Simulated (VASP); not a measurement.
**CdS in VASP 6.6.1, single-point calculation**

INCAR

```
IBRION = -1
NSW = 0
ENCUT = 520
NBANDS = 16
SIGMA = 0.02
LREAL = .FALSE.
ISMEAR = -1
LWAVE = .FALSE.
NELM = 120
ISIF = 2
LASPH = .FALSE.
EDIFF = 1E-7
GGA = PE
PREC = Accurate
LCHARG = .FALSE.
```

KPOINTS

```
KPOINTS created by Atomic Simulation Environment
0
Gamma
8 8 8
0 0 0
```

POSCAR

```
Cd S
 1.0000000000000000
     0.0000000000000000    3.0273912883000000    3.0273912883000000
     3.0273912883000000    0.0000000000000000    3.0273912883000000
     3.0273912883000000    3.0273912883000000    0.0000000000000000
 Cd  S
   1   1
Cartesian
  0.0000000000000000  0.0000000000000000  0.0000000000000000
  1.5136956441500000  1.5136956441500000  1.5136956441500000
```

The recommended PBE PAW datasets give the neutral cell 18 valence electrons.

Command

```
mpirun -np 1 vasp_std
```

OSZICAR

```
N       E                     dE             d eps       ncg     rms          rms(c)
DAV:   1     0.101106745665E+03    0.10111E+03   -0.89921E+03   952   0.101E+03
DAV:   2    -0.259153191488E+01   -0.10370E+03   -0.98424E+02  1128   0.245E+02
DAV:   3    -0.666628043931E+01   -0.40747E+01   -0.40644E+01  1184   0.496E+01
DAV:   4    -0.669092712057E+01   -0.24647E-01   -0.24645E-01  1144   0.384E+00
DAV:   5    -0.669127051947E+01   -0.34340E-03   -0.34340E-03  1152   0.433E-01    0.642E+00
DAV:   6    -0.613446143702E+01    0.55681E+00   -0.91628E-01  1376   0.108E+01    0.541E+00
DAV:   7    -0.611875534307E+01    0.15706E-01   -0.16839E-01  1128   0.282E+00    0.277E+00
DAV:   8    -0.611866091806E+01    0.94425E-04   -0.14027E-02  1080   0.141E+00    0.230E-01
DAV:   9    -0.611867657218E+01   -0.15654E-04   -0.15751E-03  1160   0.512E-01    0.741E-02
DAV:  10    -0.611885901812E+01   -0.18245E-03   -0.23979E-04  1144   0.134E-01    0.776E-02
DAV:  11    -0.611895095986E+01   -0.91942E-04   -0.14248E-04  1144   0.789E-02    0.272E-02
DAV:  12    -0.611894592790E+01    0.50320E-05   -0.13545E-05  1160   0.385E-02    0.688E-03
DAV:  13    -0.611894703722E+01   -0.11093E-05   -0.22586E-06  1152   0.922E-03    0.752E-03
DAV:  14    -0.611894699583E+01    0.41394E-07   -0.18428E-07  1200   0.368E-03
   1 F= -.61189470E+01 E0= -.61189470E+01  d E =-.120197E-11
```

Standard output (part)

```
POSCAR found type information on POSCAR CdS
 POSCAR found :  2 types and       2 ions
 LDA part: xc-table for (Slater+PW92), standard interpolation
 POSCAR, INCAR and KPOINTS ok, starting setup
 WAVECAR not read
 entering main loop
```

From OUTCAR

```
k-points           NKPTS =     29   k-points in BZ     NKDIM =     29   number of bands    NBANDS=     16

   NELECT =      18.0000    total number of electrons

   dimension x,y,z NGX =    32 NGY =   32 NGZ =   32
   dimension x,y,z NGXF=    64 NGYF=   64 NGZF=   64

  energy-cutoff  :      520.00
  volume of cell :       55.49
      direct lattice vectors                 reciprocal lattice vectors
     0.000000000  3.027391288  3.027391288    -0.165158697  0.165158697  0.165158697
     3.027391288  0.000000000  3.027391288     0.165158697 -0.165158697  0.165158697
     3.027391288  3.027391288  0.000000000     0.165158697  0.165158697 -0.165158697

 k-points in reciprocal lattice and weights: KPOINTS created by Atomic Simulation Env
   0.00000000  0.00000000  0.00000000       0.002
   0.12500000  0.00000000  0.00000000       0.016
   0.25000000  0.00000000  0.00000000       0.016
   0.37500000  0.00000000  0.00000000       0.016
   0.50000000  0.00000000  0.00000000       0.008
   0.12500000  0.12500000  0.00000000       0.012
   0.25000000  0.12500000  0.00000000       0.047
   0.37500000  0.12500000  0.00000000       0.047
   ...

 E-fermi :   0.8887

 k-point     1 :       0.0000    0.0000    0.0000
  band No.  band energies     occupation
      1     -11.3237      2.00000
      2      -6.9721      2.00000
      3      -6.9721      2.00000
      4      -6.9721      2.00000
      5      -6.6299      2.00000
      6      -6.6299      2.00000
      7       0.4257      2.00000
      8       0.4257      2.00000
      9       0.4257      2.00000
     10       1.3225      0.00000
     11       6.9620      0.00000
     12       6.9620      0.00000
     13       6.9620      0.00000
     14      11.2445      0.00000
     15      11.7204      0.00000
     16      11.7204      0.00000

 k-point     2 :       0.1250    0.0000    0.0000
  band No.  band energies     occupation
      1     -11.2756      2.00000
      2      -6.9556      2.00000
      3      -6.9556      2.00000
      4      -6.9239      2.00000
      5      -6.6304      2.00000
      6      -6.6304      2.00000
      7      -0.5344      2.00000
      8       0.3282      2.00000
      9       0.3282      2.00000
     10       2.1534      0.00000
     11       6.6746      0.00000
     12       7.1335      0.00000
     13       7.1335      0.00000
     14      11.1663      0.00000
     15      11.1663      0.00000
     16      11.9039      0.00000

 k-point     3 :       0.2500    0.0000    0.0000
  band No.  band energies     occupation
      1     -11.1593      2.00000
      2      -6.9200      2.00000
      3      -6.9200      2.00000
      4      -6.7635      2.00000
      5      -6.6263      2.00000
      6      -6.6263      2.00000
      7      -1.8155      2.00000
      8       0.1073      2.00000
      9       0.1073      2.00000
     10       2.9493      0.00000
     11       6.5822      0.00000
     12       7.4067      0.00000
     13       7.4067      0.00000
     14      10.9372      0.00000
     15      10.9372      0.00000
     16      11.4633      0.00000

 ...

  Total       -0.9474993     -0.9474993     -0.9474993      0.0000000      0.0000000      0.0000000
  in kB      -27.3560767    -27.3560767    -27.3560767      0.0000000      0.0000000      0.0000000
  external PRESSURE =     -27.3560767 kB  Pullay stress =       0.0000000 kB

 POSITION                                       TOTAL-FORCE (eV/Angst)
 -----------------------------------------------------------------------------------
      0.00000      0.00000      0.00000        -0.000000     -0.000000     -0.000000
      1.51370      1.51370      1.51370         0.000000      0.000000      0.000000
 -----------------------------------------------------------------------------------
    total drift:                               -0.000000     -0.000000     -0.000000

  FREE ENERGIE OF THE ION-ELECTRON SYSTEM (eV)
  ---------------------------------------------------
  free  energy   TOTEN  =        -6.1189469958 eV

  energy  without entropy=       -6.1189469958  energy(sigma->0) =       -6.11894700
```

It converged. Results: gap between bands v and c on the k mesh 0.90 eV; least direct gap on the k mesh 0.90 eV; pressure -2.7 GPa. Band v is the last that the valence electrons fill when counted band by band, and c is the next.

For comparison, a separate PBE run of the intended cell, on usual settings and not on those above, gives a gap of 0.90 eV on its mesh and a pressure of -2.7 GPa.

The run above took about 13 s on one core of a shared host (Intel Xeon Platinum 8488C) and held 0.17 GiB at most.
